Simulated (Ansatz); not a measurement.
Crystal: HgSe.

```
Hg Se
1.0
     0.00000    3.03900    3.03900
     3.03900    0.00000    3.03900
     3.03900    3.03900    0.00000
Hg Se
1 1
Cartesian
  0.0000 0.0000 0.0000
  4.5585 4.5585 4.5585
```

Base run:

```yaml
Program: Ansatz 0.2.0
Functional: PBEsol
Potentials_or_basis: all-electron LAPW, scalar-relativistic
Cutoff: 278 eV (chosen from the basis error)
Basis_error_allowed: 0.001 eV/atom
k_mesh: 6 × 6 × 6
Occupations: fermi-dirac, width 0.05 eV
Spin: no spin polarisation
```

Its results: pressure 1.6 GPa.

Task: The run is repeated on the same cell with these changes: potentials or basis from all-electron LAPW, scalar-relativistic to all-electron LAPW, relativistic spinors; spin from no spin polarisation to spin-orbit coupling, no magnetisation. What comes out?

Result: Pressure 1.0 GPa.

Caveats: the k mesh is thin for a metal, which can move the energy by tens of meV per atom.
